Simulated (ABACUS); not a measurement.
# PbS (R3m) in ABACUS: reference runs

Aim: a first look at PbS with PBE, on the cell as given and on a disturbed one.

Program: ABACUS 3.10.1. These are calculated values, not measurements. Logs are shortened: lines on timing, memory, paths and dates and some standing lists are left out, and cuts for length are marked.

## 1. The crystal as given

It takes space group R3m (No. 160, trigonal). Conventional cell: a = 4.225 Å, b = 4.225 Å, c = 10.356 Å, α = 90.00°, β = 90.00°, γ = 120.00°. Around Pb (site symmetry 3m) lie 6 S at 2.96 to 3.02 Å. Around S (site symmetry 3m) lie 6 Pb at 2.96 to 3.02 Å.

The cell is a database's computed one.

## 2. Single point, PBE

Input file INPUT:

```
INPUT_PARAMETERS
suffix              PbS
calculation         scf
basis_type          pw
pseudo_dir          ./
symmetry            1
dft_functional      pbe
ecutwfc             63
pseudo_rcut         10
nspin               1
nbands              14
ks_solver           dav
smearing_method     fd
smearing_sigma      0.00367493
scf_thr             1e-08
scf_nmax            100
mixing_type         broyden
mixing_beta         0.7
cal_force           1
cal_stress          1
out_chg             1
out_pot             2
out_elf             1
```

Input file STRU:

```
ATOMIC_SPECIES
Pb 207.2000 Pb.upf
S 32.0600 S.upf

LATTICE_CONSTANT
1.8897261246

LATTICE_VECTORS
2.1126617058 1.2197458045 3.4519162518
-2.1126617058 1.2197458045 3.4519162518
0.0000000000 -2.4394916091 3.4519162518

ATOMIC_POSITIONS
Direct

Pb
0.0
1
0.9805657800 0.9805657800 0.9805657800 1 1 1

S
0.0
1
0.4750355500 0.4750355500 0.4750355500 1 1 1
```

Input file KPT:

```
K_POINTS
0
Gamma
8 8 8 0 0 0
```

Potentials or basis: PseudoDojo NC SR 0.4.1 PBE standard, plane waves.

The run is started by

```bash
$ OMP_NUM_THREADS=1 mpirun -np 4 abacus > log
```

running log:

```text
ABACUS v3.10.1

               Atomic-orbital Based Ab-initio Computation at UStc

 ------------------------------------------------------------------------------------

 READING GENERAL INFORMATION
                           global_out_dir = OUT.PbS/
                           global_in_card = INPUT
                               pseudo_dir = ./
                              orbital_dir =
                                    DSIZE = 4
                                    GSIZE = 1

 READING UNITCELL INFORMATION
                                    ntype = 2
                  lattice constant (Bohr) = 1.88973
              lattice constant (Angstrom) = 1

 READING ATOM TYPE 1
                               atom label = Pb
                      L=0, number of zeta = 1
                      L=1, number of zeta = 1
                      L=2, number of zeta = 1
             number of atom for this type = 1

 READING ATOM TYPE 2
                               atom label = S
                      L=0, number of zeta = 1
                      L=1, number of zeta = 1
                      L=2, number of zeta = 1
             number of atom for this type = 1

                        TOTAL ATOM NUMBER = 2
DIRECT COORDINATES
    atom                   x                   y                   z     mag                  vx                  vy                  vz
taud_Pb1            0.9805657800        0.9805657800        0.9805657800  0.0000        0.0000000000        0.0000000000        0.0000000000
taud_S1            0.4750355500        0.4750355500        0.4750355500  0.0000        0.0000000000        0.0000000000        0.0000000000

                          Volume (Bohr^3) = 360.17
                             Volume (A^3) = 53.3716

 Lattice vectors: (Cartesian coordinate: in unit of a_0)
             +2.11266            +1.21975            +3.45192
             -2.11266            +1.21975            +3.45192
                   +0            -2.43949            +3.45192
 Reciprocal vectors: (Cartesian coordinate: in unit of 2 pi/a_0)
            +0.236668            +0.13664          +0.0965647
            -0.236668            +0.13664          +0.0965647
                   +0           -0.273281          +0.0965647
 The esolver type has been set to : ksdft_pw

                PAO radial cut off (Bohr) = 10

 Read in pseudopotential file is Pb.upf
                     pseudopotential type = NC
          exchange-correlation functional = PBE
                 nonlocal core correction = 1
                        valence electrons = 14
                                     lmax = 2
                           number of zeta = 3
                     number of projectors = 6
                           L of projector = 0
                           L of projector = 0
                           L of projector = 1
                           L of projector = 1
                           L of projector = 2
                           L of projector = 2
                PAO radial cut off (Bohr) = 10

 Read in pseudopotential file is S.upf
                     pseudopotential type = NC
          exchange-correlation functional = PBE
                 nonlocal core correction = 1
                        valence electrons = 6
                                     lmax = 2
                           number of zeta = 2
                     number of projectors = 6
                           L of projector = 0
                           L of projector = 0
                           L of projector = 1
                           L of projector = 1
                           L of projector = 2
                           L of projector = 2
     initial pseudo atomic orbital number = 13

 SETUP THE ELECTRONS NUMBER
            electron number of element Pb = 14
      total electron number of element Pb = 14
             electron number of element S = 6
       total electron number of element S = 6
            AUTOSET number of electrons:  = 20
                           occupied bands = 10
                                   NBANDS = 14
                                   NLOCAL = 18

%%%%%%%%%%%%%%%%%%%%%%%%%%%%%%%%%%%%%%%%%%%%%%%%%%%%%%%%%%%%%%%%%%%%%%%%%%%%%%%%%%%%%%%%%%%%%%%%%%%%%%%%%%
 Warning: the number of valence electrons in pseudopotential > 4 for Pb: [Xe] 4f14 5d10 6s2 6p2
 Pseudopotentials with additional electrons can yield (more) accurate outcomes, but may be less efficient.
 If you're confident that your chosen pseudopotential is appropriate, you can safely ignore this warning.
%%%%%%%%%%%%%%%%%%%%%%%%%%%%%%%%%%%%%%%%%%%%%%%%%%%%%%%%%%%%%%%%%%%%%%%%%%%%%%%%%%%%%%%%%%%%%%%%%%%%%%%%%%

 SETUP THE PLANE WAVE BASIS
 energy cutoff for charge/potential (unit:Ry) = 252
            fft grid for charge/potential = [ 45, 45, 45 ]
                        fft grid division = [ 1, 1, 1 ]
        big fft grid for charge/potential = [ 45, 45, 45 ]
                                     nbxx = 24300
                                     nrxx = 24300

 SETUP PLANE WAVES FOR CHARGE/POTENTIAL
                    number of plane waves = 24309
                         number of sticks = 1111
[... 86 lines left out ...]
       2  0.12500000  0.00000000  0.00000000  0.0117       1
       3  0.25000000  0.00000000  0.00000000  0.0117       2
       4  0.37500000  0.00000000  0.00000000  0.0117       3
       5  0.50000000  0.00000000  0.00000000  0.0059       4
       6  0.12500000  0.12500000  0.00000000  0.0117       9
[... 22 lines left out ...]
      29  0.25000000  0.25000000  0.12500000  0.0117      82
      30  0.37500000  0.25000000  0.12500000  0.0234      83
[... 35 further k points ...]

                               nkstot now = 65
[... K-POINTS DIRECT COORDINATES: 65 rows ...]

           k-point number in this process = 65
       minimum distributed K point number = 65
[... stars of the k points ...]

[... K-POINTS CARTESIAN COORDINATES: 65 rows ...]

[... K-POINTS DIRECT COORDINATES: 65 rows ...]

 SETUP PLANE WAVES FOR WAVE FUNCTIONS
     energy cutoff for wavefunc (unit:Ry) = 63
              fft grid for wave functions = [ 45, 45, 45 ]
                    number of plane waves = 4015
                         number of sticks = 337

 PARALLEL PW FOR WAVE FUNCTIONS
     PROC   COLUMNS(POT)             PW
        1             84           1005
        2             84           1003
        3             85           1004
        4             84           1003
 --------------- sum -------------------
        4            337           4015

 SETUP NONLOCAL PSEUDOPOTENTIALS IN PLANE WAVE BASIS
 Pb non-local projectors:
 projector 1 L=0
 projector 2 L=0
 projector 3 L=1
 projector 4 L=1
 projector 5 L=2
 projector 6 L=2
 S non-local projectors:
 projector 1 L=0
 projector 2 L=0
 projector 3 L=1
 projector 4 L=1
 projector 5 L=2
 projector 6 L=2
      TOTAL NUMBER OF NONLOCAL PROJECTORS = 36

 Init Non-Local PseudoPotential table :
 Init Non-Local-Pseudopotential done.

                                     npwx = 757

 Make real space PAO into reciprocal space.
       max mesh points in Pseudopotential = 1001
     dq(describe PAO in reciprocal space) = 0.01
                                    max q = 957

 number of pseudo atomic orbitals for Pb is 3
WARNING: norm of atomic wavefunction # 3 of atomic type Pb is 0.999464, renormalized

 number of pseudo atomic orbitals for S is 2
WARNING: norm of atomic wavefunction # 2 of atomic type S is 0.999996, renormalized

 -------------------------------------------
 SELF-CONSISTENT
 -------------------------------------------
                                 init_chg = atomic

 PW ALGORITHM --------------- ION=   1  ELEC=   1--------------------------------
 Notice: Threshold on eigenvalues was too large.
 hsover_error=0.2 > DRHO=0.136138
 Origin diag ethr = 0.01
 New diag ethr = 0.00068069

 Density error is 0.132360678046
                          Error Threshold = 0.000680689842182
----------------------------------------------------------
     Energy           Rydberg                 eV
----------------------------------------------------------
 E_KohnSham     -162.8747797376      -2216.0250649267
 E_Harris       -163.4608693911      -2223.9992237523
 E_Fermi        0.6010563555         8.1777912544
----------------------------------------------------------
[... 75 lines left out ...]
 Density error is 9.1989950553e-09
                          Error Threshold = 3.52233365958e-10
----------------------------------------------------------
     Energy           Rydberg                 eV
----------------------------------------------------------
 E_KohnSham     -162.9186884592      -2216.6224737315
 E_KS(sigma->0) -162.9186856781      -2216.6224358932
 E_Harris       -162.9192974994      -2216.6307601487
 E_band         -4.0816321890        -55.5334549102
 E_one_elec     -37.1222593616       -505.0742499510
 E_Hartree      30.9042183317        420.4734615472
 E_xc           -46.3224923887       -630.2498420479
 E_Ewald        -110.3781494785      -1501.7717676032
 E_entropy(-TS) -0.0000055621        -0.0000756766
 E_descf        0.0000000000         0.0000000000
 E_exx          0.0000000000         0.0000000000
 E_Fermi        0.6282826688         8.5482242503
----------------------------------------------------------

 charge density convergence is achieved
 final etot is -2216.6224737 eV
 EFERMI = 8.5482242503 eV
The vacuum level is 7.3737844773 eV

 STATE ENERGY(eV) AND OCCUPATIONS    NSPIN == 1
 1/65 kpoint (Cartesian) = 0.0000 0.0000 0.0000 (757 pws)
       1       -8.42045     0.00390625
       2       -8.42006     0.00390625
       3       -8.42006     0.00390625
       4       -8.40193     0.00390625
       5       -8.40193     0.00390625
       6       -5.05007     0.00390625
       7        2.26852     0.00390625
       8        6.29402     0.00390625
       9        6.29402     0.00390625
      10        6.29798     0.00390625
      11        13.4556    9.26626e-46
      12        13.4813    5.54261e-46
      13        13.4813    5.54261e-46
      14        15.1270    2.81193e-60
[... 66 lines left out ...]
       1       -8.42358      0.0234375
       2       -8.41358      0.0234375
       3       -8.41223      0.0234375
       4       -8.41199      0.0234375
       5       -8.39846      0.0234375
       6       -4.87716      0.0234375
       7        1.79790      0.0234375
       8        6.09926      0.0234375
       9        6.10092      0.0234375
      10        7.04160      0.0234375
      11        11.3952    4.38044e-27
      12        13.1683    1.74024e-42
      13        13.1885    1.16199e-42
      14        14.2481    7.27445e-52

[... levels at 59 further k points ...]

------------------------------------------------------------------------------------------
 TOTAL-FORCE (eV/Angstrom)
------------------------------------------------------------------------------------------
                       Pb1         0.0000000000         0.0000000000        -0.0222163380
                        S1         0.0000000000         0.0000000000         0.0222163380
------------------------------------------------------------------------------------------

----------------------------------------------------------------
 TOTAL-STRESS (KBAR)
----------------------------------------------------------------
         9.1598129112        -0.0000000000         0.0000000000
         0.0000000000         9.1598129114         0.0000000001
         0.0000000000         0.0000000001         9.2880200970
----------------------------------------------------------------
 TOTAL-PRESSURE: 9.202549 KBAR

 --------------------------------------------
 !FINAL_ETOT_IS -2216.6224737315014863 eV
 --------------------------------------------
```

It took 16 s on 4 MPI ranks of AMD EPYC 7R13 (Zen 3), shared host; peak memory 0.28 GiB.

What came out:

```yaml
Free_energy: -2216.6225 eV
Pressure: 0.9 GPa
Largest_force: 0.022 eV/Å
Band_gap_on_the_k_mesh: 0.46 eV, direct
```

Forces in eV/Å, atoms in the order of the input:
```
Pb   0.000  0.000 -0.022
S    0.000  0.000  0.022
```

Caveat: spin-orbit coupling is left out, which as a rule narrows the gap of such compounds by several tenths of an eV. A k mesh can miss the band edges.

## 3. Single point, PBE (atoms moved at random, drawn with an rms of 0.05 Å)

INPUT: that of step 2 with these lines changed.

```diff
@@ -20,4 +20,2 @@
 cal_stress          1
-out_chg             1
-out_pot             2
-out_elf             1
+kpar                4
```

STRU: that of step 2 with these lines changed.

```diff
@@ -18,3 +18,3 @@
 1
-0.9805657800 0.9805657800 0.9805657800 1 1 1
+0.9889180000 0.9767410000 0.9842380000 1 1 1
 
@@ -23,2 +23,2 @@
 1
-0.4750355500 0.4750355500 0.4750355500 1 1 1
+0.4903730000 0.4763620000 0.4686870000 1 1 1
```

KPT is that of step 2.

Potentials or basis: PseudoDojo NC SR 0.4.1 PBE standard, plane waves.

The run is started by

```bash
$ OMP_NUM_THREADS=1 mpirun -np 4 abacus > log
```

It took 45 s on 4 MPI ranks of AMD EPYC 7R13 (Zen 3), shared host; peak memory 0.52 GiB.

Results (log left out):

- Free energy: -2216.6223 eV
- Pressure: 0.9 GPa
- Largest force: 0.026 eV/Å
- Band gap on the k mesh: 0.46 eV, direct

Forces in eV/Å, atoms in the order of the input:
```
Pb   0.002  0.016 -0.020
S   -0.002 -0.016  0.020
```

Levels at points of the mesh, in eV from the valence-band top:
```
           k point  band 6  band 7  band 8  band 9  band 10  band 11  band 12  band 13
(0.00, 0.00, 0.00)  -13.37   -6.05   -2.03   -2.03    -2.02     5.14     5.14     5.17
(0.50, 0.00, 0.00)  -12.18   -8.69   -1.67   -1.67     0.00     0.46     2.05     2.05
(0.00, 0.50, 0.00)  -12.18   -8.69   -1.67   -1.67     0.00     0.46     2.05     2.05
(0.50, 0.50, 0.00)  -11.79   -7.15   -4.98   -3.27    -3.25     3.95     5.53     5.63
(0.00, 0.00, 0.50)  -12.19   -8.68   -1.67   -1.66    -0.03     0.49     2.03     2.05
(0.50, 0.00, 0.50)  -11.79   -7.16   -4.96   -3.26    -3.26     3.96     5.53     5.63
(0.00, 0.50, 0.50)  -11.79   -7.16   -4.96   -3.26    -3.26     3.97     5.53     5.63
(0.50, 0.50, 0.50)  -12.19   -8.69   -1.67   -1.66    -0.03     0.49     2.04     2.05
```

Caveat: spin-orbit coupling is left out, which as a rule narrows the gap of such compounds by several tenths of an eV.
